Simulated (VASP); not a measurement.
# Which magnetic order does zigzag Ru chain, bond 2.672 A take?, part 3 of 5

Aim: compare collinear orders of zigzag Ru chain, bond 2.672 A.

VASP 6.6.1, plane waves and PAW; the level of theory is named at each step.

So far, largest spin moment in the PAW sphere (μB): step 2 (magnetic order, start order fm, signs ++++) 2.73.

## (3) Magnetic order, start order AFM 1, signs ++-- (continued)

Level of this step: PBEsol, DFT+U (Ru d 2 eV), spin-polarised, from moments of both signs; plane waves and PAW (Ru_pv) (VASP).

Valence density in the ca plane at fractional y = 0.500, with atoms of Ru within 0.2 Å of it. It is the smooth field of the valence electrons, not physical close to the nuclei.

Ten steps, logarithmic in the rise over the least value, from '_' (0.0 e/Å³) to '@' (7.8 e/Å³), each cell a mean:
```
____________________________________
____________________________________
____________________________________
____________________________________
____________________________________
____________________________________
______........__________........____
....::--====::........::--====::....
::::++##%%%%**--::::::==##%%%%**--::
::--**@@@@@@%%++::::--**@@@@@@%%++::
::--++%%@@@@##==--::--++%%@@@@##==--
----==++**++==--------==++**++==----
##**==--------++####**==--------++##
@@@@**--::::==##@@@@@@**--::--==##@@
@@%%**--::::==##@@@@%%**--::::==##@@
##**==::....::++**##**--::....--==**
::::....__......::::::....__......::
____________________________________
____________________________________
____________________________________
____________________________________
____________________________________
____________________________________
____________________________________
```
Columns run along c (6.4 Å), rows up along a (12.0 Å). Atoms in or near the plane, at fractional coordinates: Ru at (0.00, 0.41), Ru at (0.50, 0.41), Ru at (0.25, 0.59), Ru at (0.75, 0.59).

A spacing of under 0.3 eV between levels on this mesh is not given as a gap, since the run was smeared as a metal.

The largest moment at the end is 2.18 μB, and the moments of the cell sum to 0.00 μB.

## (4) Magnetic order, start order AFM 2, signs +-+-

File INCAR:

```
SYSTEM = Ru
PREC = Normal
ENCUT = 350
EDIFF = 1E-06
NELM = 150
ISMEAR = 1
SIGMA = 0.05
LREAL = .FALSE.
ALGO = Normal
GGA = PS
NBANDS = 42
ISPIN = 2
MAGMOM = 1 -1 1 -1
LDAU = .TRUE.
LDAUTYPE = 2
LDAUL = 2
LDAUU = 2
LDAUJ = 0
LDAUPRINT = 1
LASPH = .TRUE.
LMAXMIX = 4
LORBIT = 11
LWAVE = .FALSE.
LCHARG = .FALSE.
NCORE = 2
AMIX = 0.2
BMIX = 1E-04
AMIX_MAG = 0.8
BMIX_MAG = 1E-04
```

File POSCAR:

```
Ru
1.0
   12.0000000000      0.0000000000      0.0000000000
    0.0000000000     12.0000000000      0.0000000000
    0.0000000000      0.0000000000      6.4128000000
Ru
4
Direct
    0.4109333333      0.5000000000      0.0000000000
    0.4109333333      0.5000000000      0.5000000000
    0.5890666667      0.5000000000      0.2500000000
    0.5890666667      0.5000000000      0.7500000000
```

File KPOINTS:

```
Automatic mesh
0
Gamma
1 1 7
0 0 0
```

Potentials, in the order of the species: Ru_pv (PBE family, release 64).

Launch:

```
> mpirun -np 2 vasp_std
```

Output:

```text
[... set-up lines as in an earlier step ...]
 entering main loop
       N       E                     dE             d eps       ncg     rms          rms(c)
DAV:   1     0.252532680709E+03    0.25253E+03   -0.23928E+04   928   0.690E+02
DAV:   2     0.145448913511E+02   -0.23799E+03   -0.22209E+03   912   0.183E+02
DAV:   3    -0.127791305126E+02   -0.27324E+02   -0.25040E+02   862   0.453E+01
DAV:   4    -0.135876211241E+02   -0.80849E+00   -0.78659E+00   774   0.741E+00
[...]
DAV:  58    -0.140916623108E+02   -0.24342E-05   -0.44182E-07   416   0.279E-03    0.161E-03
DAV:  59    -0.140916643537E+02   -0.20429E-05   -0.48100E-07   464   0.424E-03    0.228E-03
DAV:  60    -0.140916641133E+02    0.24038E-06   -0.15279E-07   432   0.232E-03
   1 F= -.14091664E+02 E0= -.14087486E+02  d E =-.125329E-01  mag=     0.0000
```

Run time: 2.1 min. Hardware: 2 MPI ranks of Intel Xeon 6975P-C (Granite Rapids), shared host; peak memory 0.58 GiB.

From OUTCAR (step 4):

```text
  Total      -12.3031344     -0.6172141    -16.6758722      0.0000000      0.0000000     -3.4056460
  in kB      -21.3459831     -1.0708688    -28.9326992      0.0000000      0.0000000     -5.9088083
  external PRESSURE =     -17.1165170 kB  Pullay stress =       0.0000000 kB

 POSITION                                       TOTAL-FORCE (eV/Angst)
 -----------------------------------------------------------------------------------
      4.93120      6.00000      0.00000         2.729500      0.000000      0.798315
      4.93120      6.00000      3.20640         2.729500     -0.000000      0.798315
      7.06880      6.00000      1.60320        -2.729500      0.000000     -0.798315
      7.06880      6.00000      4.80960        -2.729500      0.000000     -0.798315
 -----------------------------------------------------------------------------------
    total drift:                                0.000000      0.000000      0.000000

  FREE ENERGIE OF THE ION-ELECTRON SYSTEM (eV)
  ---------------------------------------------------
  free  energy   TOTEN  =       -14.0916641133 eV

  energy  without entropy=      -14.0791311664  energy(sigma->0) =      -14.08748646

 magnetization (x)
# of ion       s       p       d       tot
------------------------------------------
    1        0.067   0.014   2.420   2.501
    2       -0.067  -0.014  -2.420  -2.501
    3        0.067   0.014   2.420   2.501
    4       -0.067  -0.014  -2.420  -2.501
--------------------------------------------------
tot          0.000   0.000   0.000   0.000

[... 2 parts as in an earlier step ...]

[... 1 further part left out ...]
[key lines of the parts left out:]
E-fermi :  -2.8914
```

Spin moment in the PAW sphere by atom:

```
atom  spin moment in the PAW sphere (μB)
 Ru1                                2.50
 Ru2                               -2.50
 Ru3                                2.50
 Ru4                               -2.50
```

The largest moment at the end is 2.50 μB, and the moments of the cell sum to 0.00 μB.

## (5) Magnetic order, start order ferri 3, signs +++-

Edit INCAR of step 4 so:

```diff
@@ -12,3 +12,3 @@
 ISPIN = 2
-MAGMOM = 1 -1 1 -1
+MAGMOM = 1 1 1 -1
 LDAU = .TRUE.
```

POSCAR is that of step 4.

KPOINTS is that of step 4.

Launch:

```
> mpirun -np 2 vasp_std
```

Output:

```text
[... set-up lines as in an earlier step ...]
 entering main loop
       N       E                     dE             d eps       ncg     rms          rms(c)
DAV:   1     0.252628173734E+03    0.25263E+03   -0.23913E+04   928   0.690E+02
DAV:   2     0.151010732453E+02   -0.23753E+03   -0.22159E+03   906   0.184E+02
DAV:   3    -0.126809767101E+02   -0.27782E+02   -0.25415E+02   880   0.455E+01
DAV:   4    -0.134482484654E+02   -0.76727E+00   -0.74725E+00   762   0.731E+00
[...]
DAV:  27    -0.149277908810E+02   -0.14694E-04   -0.15378E-05   738   0.170E-02    0.990E-03
DAV:  28    -0.149277937709E+02   -0.28899E-05   -0.49439E-06   528   0.861E-03    0.663E-03
DAV:  29    -0.149277946999E+02   -0.92901E-06   -0.40725E-06   544   0.866E-03
   1 F= -.14927795E+02 E0= -.14927188E+02  d E =-.182057E-02  mag=     5.1461
```

Wall time 63 s (2 MPI ranks); peak memory 0.55 GiB; 1.9 min of CPU time.

Parts of OUTCAR (step 5):

```text
  Total       -9.3645791     -0.6346133    -14.8347872      0.0000000      0.0000000      0.0000000
  in kB      -16.2475790     -1.1010564    -25.7384101      0.0000000      0.0000000      0.0000000
  external PRESSURE =     -14.3623485 kB  Pullay stress =       0.0000000 kB

 POSITION                                       TOTAL-FORCE (eV/Angst)
 -----------------------------------------------------------------------------------
      4.93120      6.00000      0.00000         2.036651      0.000000      0.876450
      4.93120      6.00000      3.20640         2.036651      0.000000     -0.876450
      7.06880      6.00000      1.60320        -2.711569      0.000000      0.000000
      7.06880      6.00000      4.80960        -1.361733      0.000000      0.000000
 -----------------------------------------------------------------------------------
    total drift:                               -0.000430      0.000000      0.000000

  FREE ENERGIE OF THE ION-ELECTRON SYSTEM (eV)
  ---------------------------------------------------
  free  energy   TOTEN  =       -14.9277946999 eV

  energy  without entropy=      -14.9259741291  energy(sigma->0) =      -14.92718784

 magnetization (x)
# of ion       s       p       d       tot
------------------------------------------
    1        0.051   0.013   2.181   2.245
    2        0.051   0.013   2.181   2.245
    3        0.066   0.010   2.378   2.454
    4       -0.083  -0.007  -2.472  -2.562
--------------------------------------------------
tot          0.085   0.030   4.267   4.382

[... 2 parts as in an earlier step ...]

[... 1 further part left out ...]
[key lines of the parts left out:]
E-fermi :  -3.0605
```

Spin moment in the PAW sphere by atom:

```csv
atom,spin moment in the PAW sphere (μB)
Ru1,2.25
Ru2,2.25
Ru3,2.45
Ru4,-2.56
```

The largest moment at the end is 2.56 μB, and the moments of the cell sum to 5.15 μB.

## (6) The series together

Times are for 2 MPI ranks of Intel Xeon 6975P-C (Granite Rapids), shared host. Results by setting:

```
no.  start order  energy at zero smearing (eV)  moment of the cell, from the last line of the log (μB)     time  memory (GiB)
  1           fm                        -15.55                                                   12.26     44 s          0.54
  2        afm 1                        -14.14                                                       0     54 s          0.55
  3        afm 2                        -14.09                                                       0  2.1 min          0.58
  4      ferri 3                        -14.93                                                   5.146     63 s          0.55
```

(Part 3 of 5 ends here.)

[Lines on the potential files, build, host, timing and source positions are cut from VASP's logs without a mark.]

[Logs are printed without paths, hosts, clocks, repeated set-up lines and the standing remarks that a program may print on its own settings, such as how far it seeks lower states.]

[Hosts, paths, dates, database ids (printed as entryN), source tags and the programs' standing remarks are cut or masked in the printed files.]

[In band tables of VASP the shares of atoms and orbitals are scaled to a sum of 1 inside the atoms' spheres.]

[Runs that stopped without an error message from VASP are left out.]
